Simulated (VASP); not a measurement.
# FeO (R-3m) in VASP: reference runs

Aim: a first look at FeO with PBE, on the cell as given and on a disturbed one.

All numbers are computed with VASP 6.6.1; they aren't measurements. Logs are shortened: lines on timing, memory, paths and dates and some standing lists are left out, and cuts for length are marked.

**1. The structure**

It takes space group R-3m (No. 166, trigonal). Conventional cell: a = 3.035 Å, b = 3.035 Å, c = 7.547 Å, α = 90.00°, β = 90.00°, γ = 120.00°. Fe (site symmetry -3m) has 6 O at 2.16 Å as nearest neighbours. O (site symmetry -3m) has 6 Fe at 2.16 Å as nearest neighbours.

**2. Single point, PBE, collinear spin, ferromagnetic start**

File INCAR:

```
  PREC = Accurate
  ENCUT = 520
  EDIFF = 1E-7
  ISMEAR = -1
  SIGMA = 0.05
  LREAL = F
  LASPH = T
  NELM = 150
  ALGO = Normal
  ISIF = 2
  LWAVE = F
  LCHARG = F
  ISPIN = 2
  MAGMOM = 3 0
  LORBIT = 11
  LMAXMIX = 4
  GGA = PE
  NBANDS = 18
```

File KPOINTS:

```
Automatic mesh
0
Gamma
  11 11 11
```

File POSCAR:

```
FeO
1.0
    1.5176821100      0.8762341800      2.5157945800
   -1.5176821100      0.8762341800      2.5157945800
    0.0000000000     -1.7524683500      2.5157945800
Fe O
1 1
Direct
    0.0000000000      0.0000000000      0.0000000000
    0.5000000000      0.5000000000      0.5000000000
```

Potentials or basis: VASP PAW PBE potentials, release 64 (Fe, O).

Run with:

```console
$ cat potpaw_PBE.64/Fe/POTCAR potpaw_PBE.64/O/POTCAR > POTCAR
$ mpirun -np 1 vasp_std > vasp.out
```

OUTCAR:

```text
PREC = Accurate
   ENCUT = 520
   EDIFF = 1E-7
   ISMEAR = -1
   LREAL = F
   LASPH = T
   NELM = 150
   ISIF = 2
   ISPIN = 2
   LORBIT = 11
   GGA = PE

 ion  position               nearest neighbor table
   1  0.000  0.000  0.000-   2 2.16   2 2.16   2 2.16   2 2.16   2 2.16   2 2.16
   2  0.500  0.500  0.500-   1 2.16   1 2.16   1 2.16   1 2.16   1 2.16   1 2.16

  LATTYP: Found a trigonal (rhomboedric) cell.
 ALAT       =     3.0660019070
 COS(alpha) =     0.5099427872

  Lattice vectors:

 A1 = (   1.5176821100,   0.8762341800,   2.5157945800)
 A2 = (  -1.5176821100,   0.8762341800,   2.5157945800)
 A3 = (   0.0000000000,  -1.7524683500,   2.5157945800)

Analysis of symmetry for initial positions (statically):
=====================================================================
 Subroutine PRICEL returns:
 Original cell was already a primitive cell.

 Routine SETGRP: Setting up the symmetry group for a
 trigonal (rhombohedral) supercell.

 Subroutine GETGRP returns: Found 12 space group operations
 (whereof 12 operations were pure point group operations)
 out of a pool of 12 trial point group operations.

The static configuration has the point symmetry D_3d.

Analysis of symmetry for dynamics (positions and initial velocities):
=====================================================================
 Subroutine PRICEL returns:
 Original cell was already a primitive cell.

 Routine SETGRP: Setting up the symmetry group for a
 trigonal (rhombohedral) supercell.

 Subroutine GETGRP returns: Found 12 space group operations
 (whereof 12 operations were pure point group operations)
 out of a pool of 12 trial point group operations.

The dynamic configuration has the point symmetry D_3d.

Analysis of structural, dynamic, and magnetic symmetry:
=====================================================================
 Subroutine PRICEL returns:
 Original cell was already a primitive cell.

 Routine SETGRP: Setting up the symmetry group for a
 trigonal (rhombohedral) supercell.

 Subroutine GETGRP returns: Found 12 space group operations
 (whereof 12 operations were pure point group operations)
 out of a pool of 12 trial point group operations.

The overall configuration has the point symmetry D_3d.

 Subroutine INISYM returns: Found 12 space group operations
 (whereof 12 operations are pure point group operations),
 and found     1 'primitive' translations

----------------------------------------------------------------------------------------

                                     Primitive cell

  volume of cell :      20.0737

  direct lattice vectors                    reciprocal lattice vectors
     1.517682110  0.876234180  2.515794580     0.329449755  0.190207905  0.132496244
    -1.517682110  0.876234180  2.515794580    -0.329449755  0.190207905  0.132496244
     0.000000000 -1.752468350  2.515794580     0.000000000 -0.380415809  0.132496245

  length of vectors
     3.066001907  3.066001907  3.066001906     0.402829298  0.402829298  0.402829297

  position of ions in fractional coordinates (direct lattice)
     0.000000000  0.000000000  0.000000000
     0.500000000  0.500000000  0.500000000

  ion indices of the primitive-cell ions
   primitive index   ion index
                 1           1
                 2           2

----------------------------------------------------------------------------------------

 KPOINTS: Automatic mesh

Automatic generation of k-mesh.
 Grid dimensions read from file:
 generate k-points for:   11   11   11

 Generating k-lattice:

  Cartesian coordinates                     Fractional coordinates (reciprocal lattice)
     0.029949978  0.017291628  0.012045113     0.090909091  0.000000000 -0.000000000
    -0.029949978  0.017291628  0.012045113     0.000000000  0.090909091 -0.000000000
     0.000000000 -0.034583255  0.012045113     0.000000000  0.000000000  0.090909091

  Length of vectors
     0.036620845  0.036620845  0.036620845

  Shift w.r.t. Gamma in fractional coordinates (k-lattice)
     0.000000000  0.000000000  0.000000000

 Subroutine IBZKPT returns following result:
 ===========================================

 Found    146 irreducible k-points:

 Following reciprocal coordinates:
            Coordinates               Weight
  0.000000  0.000000  0.000000      1.000000
  0.090909 -0.000000 -0.000000      6.000000
  0.181818  0.000000 -0.000000      6.000000
  0.272727 -0.000000  0.000000      6.000000
  0.363636 -0.000000  0.000000      6.000000
  0.454545  0.000000  0.000000      6.000000
[... 16 lines left out ...]
 -0.272727  0.181818  0.000000     12.000000
 -0.181818  0.181818  0.000000      6.000000
 [... further k-points ...]
   k-points           NKPTS =    146   k-points in BZ     NKDIM =    146   number of bands    NBANDS=     18
   number of dos      NEDOS =    301   number of ions     NIONS =      2
   total plane-waves  NPLWV =  13824
   dimension x,y,z NGX =    24 NGY =   24 NGZ =   24
   dimension x,y,z NGXF=    48 NGYF=   48 NGZF=   48
   ions per type =               1   1
   NGX,Y,Z   is equivalent  to a cutoff of  13.01, 13.01, 13.01 a.u.
   NGXF,Y,Z  is equivalent  to a cutoff of  26.03, 26.03, 26.03 a.u.
 SYSTEM =  unknown system
   PREC   = accura    normal or accurate (medium, high low for compatibility)
   ISTART =      0    job   : 0-new  1-cont  2-samecut
   ICHARG =      2    charge: 1-file 2-atom 10-const
   ISPIN  =      2    spin polarized calculation?
   LNONCOLLINEAR =      F non collinear calculations
   LSORBIT =      F    spin-orbit coupling
   LASPH  =      T    aspherical Exc in radial PAW
   ENCUT  =  520.0 eV  38.22 Ry    6.18 a.u.   5.70  5.70  5.70*2*pi/ulx,y,z
   NELM   =    150;   NELMIN=  2; NELMDL= -5     # of ELM steps
   EDIFF  = 0.1E-06   stopping-criterion for ELM
   LREAL  =      F    real-space projection
   EDIFFG = 0.1E-05   stopping-criterion for IOM
   NSW    =      0    number of steps for IOM
   IBRION =     -1    ionic relax: 0-MD 1-quasi-New 2-CG
   NFREE  =      0    steps in history (QN), initial steepest desc. (CG)
   ISIF   =      2    stress and relaxation
   ISYM   =      2    0-nonsym 1-usesym 2-fastsym
   POTIM  = 0.5000    time-step for ionic-motion
   TEBEG  =    0.0;   TEEND  =   0.0 temperature during run
   PSTRESS=    0.0 pullay stress
   NELECT =      14.0000    total number of electrons
   NUPDOWN=      -1.0000    fix difference up-down
   EMIN   =  10.00;   EMAX   =-10.00  energy-range for DOS
   EFERMI =   0.00;   METHOD = LEGACY
   ISMEAR =    -1;   SIGMA  =   0.05  broadening in eV -4-tet -1-fermi 0-gaus
   EFERMI_NEDOS =   21; number of points for ismear=-14 and -15
   IALGO  =     38    algorithm
   IMIX   =      4    mixing-type and parameters
     AMIX     =   0.40;   BMIX     =  1.00
     AMIX_MAG =   1.60;   BMIX_MAG =  1.00
  volume/ion in A,a.u.               =      10.04        67.73
  Fermi-wavevector in a.u.,A,eV,Ry     =   1.451805  2.743514 28.677524  2.107739
  Thomas-Fermi vector in A             =   2.569260
   LORBIT       =     11    0 simple, 1 ext, 2 COOP (PROOUT), +10 PAW based schemes
   GGA     = PE    functional components
   LHFCALC =     F    Hartree Fock is set to
   AEXX    =    0.0000 exact exchange contribution
   IVDW    =     0    specifies the selected vdW correction
   LEPSILON=     F    determine dielectric tensor
   LRPA    =     F    only Hartree local field effects (RPA)
 spin polarized calculation
  energy-cutoff  :      520.00
  volume of cell :       20.07
 maximum number of plane-waves:       550
   NGX = 11   NGY = 11   NGZ = 11

 number of electron      13.9999999 magnetization       4.0002254

 Free energy of the ion-electron system (eV)
  ---------------------------------------------------
  ext. energy  EPLUGINS =         0.00000000
  ---------------------------------------------------
  free energy    TOTEN  =       -14.93524298 eV

  energy without entropy =      -14.92338685  energy(sigma->0) =      -14.92931491

 E-fermi :   6.1721     XC(G=0): -12.1510

 val. band max:        6.1706059539   @ k =   0.2727   0.0909   0.0909
 cond. band min:       6.1800230540   @ k =   0.4545   0.1818   0.1818
 fundamental gap:      0.0094171001
 Fermi energy:         6.1720749948

 spin component 1

 k-point     1 :       0.0000    0.0000    0.0000
  band No.  band energies     occupation
      1     -14.5263      1.00000
      2       2.2639      1.00000
      3       2.3240      1.00000
      4       2.3240      1.00000
      5       2.3251      1.00000
      6       2.4199      1.00000
[... 10 lines left out ...]
     17      26.8639      0.00000
     18      29.9048      0.00000
[... 463 lines left out ...]
 k-point    24 :      -0.1818    0.1818    0.0000
  band No.  band energies     occupation
      1     -13.8201      1.00000
      2      -1.0607      1.00000
      3      -0.0324      1.00000
      4       0.5190      1.00000
      5       2.6409      1.00000
      6       2.9397      1.00000
[... 10 lines left out ...]
     17      32.8240      0.00000
     18      34.5503      0.00000

 [... further k-points ...]

 spin component 2

 k-point     1 :       0.0000    0.0000    0.0000
  band No.  band energies     occupation
      1     -13.9941      1.00000
      2       2.8805      1.00000
      3       2.9784      1.00000
      4       2.9784      1.00000
      5       5.3880      1.00000
      6       5.4696      1.00000
[... 10 lines left out ...]
     17      28.4560      0.00000
     18      30.9820      0.00000
[... 463 lines left out ...]
 k-point    24 :      -0.1818    0.1818    0.0000
  band No.  band energies     occupation
      1     -13.2752      1.00000
      2      -0.1862      1.00000
      3       1.4541      1.00000
      4       1.5562      1.00000
      5       5.9028      0.99544
      6       6.1212      0.73440
[... 10 lines left out ...]
     17      33.6546      0.00000
     18      35.2548      0.00000

 [... further k-points ...]
[... 5 lines left out ...]
  --------------------------------------------------------------------------------------
  -------------------------------------------------------------------------------------
  Total       -0.0257796     -0.0257796     -0.1437236      0.0000000     -0.0000000      0.0000000
  in kB       -2.0575906     -2.0575906    -11.4712629      0.0000000     -0.0000000      0.0000000
  external PRESSURE =      -5.1954814 kB  Pullay stress =       0.0000000 kB

 VOLUME and BASIS-vectors are now :
 -----------------------------------------------------------------------------
  energy-cutoff  :      520.00
  volume of cell :       20.07
      direct lattice vectors                 reciprocal lattice vectors
     1.517682110  0.876234180  2.515794580     0.329449755  0.190207905  0.132496244
    -1.517682110  0.876234180  2.515794580    -0.329449755  0.190207905  0.132496244
     0.000000000 -1.752468350  2.515794580     0.000000000 -0.380415809  0.132496245

 POSITION                                       TOTAL-FORCE (eV/Angst)
 -----------------------------------------------------------------------------------
      0.00000      0.00000      0.00000         0.000000     -0.000000      0.000000
      0.00000      0.00000      3.77369        -0.000000      0.000000      0.000000
 -----------------------------------------------------------------------------------
    total drift:                               -0.000000      0.000000     -0.000000

  FREE ENERGIE OF THE ION-ELECTRON SYSTEM (eV)
  ---------------------------------------------------
  free  energy   TOTEN  =       -14.9352429794 eV

  energy  without entropy=      -14.9233868503  energy(sigma->0) =      -14.92931491

 total charge

# of ion       s       p       d       tot
------------------------------------------
    1        0.287   0.357   6.084   6.727
    2        1.556   3.436   0.000   4.993
--------------------------------------------------
tot          1.843   3.793   6.084  11.720

 magnetization (x)

# of ion       s       p       d       tot
------------------------------------------
    1        0.027   0.021   3.571   3.619
    2        0.030   0.271   0.000   0.301
--------------------------------------------------
tot          0.057   0.292   3.571   3.920
```

Run time: 62 s. Hardware: 1 thread of Intel Xeon Platinum 8559C (Emerald Rapids), shared host; peak memory 0.21 GiB.

Results:

```
Free energy                                           : -14.9352 eV
Pressure                                              : -0.5 GPa
Band gap on the k mesh                                : none (metal or under the smearing width)
Net moment                                            : 4.00 μB per cell
Site moments                                          : Fe +3.62; O +0.30 μB
Valence electrons inside the program's atomic spheres : Fe 6.73; O 4.99
```

Caveat: a cell with one magnetic atom can't hold antiferromagnetic order, which such compounds often take; semilocal functionals often make such compounds metallic where correlation or magnetic order opens a gap, which also shifts bond lengths. With open d or f shells a metallic result of PBE can be an artefact of self-interaction; +U or a hybrid may open a gap.

(Part 1 of 2 ends here.)
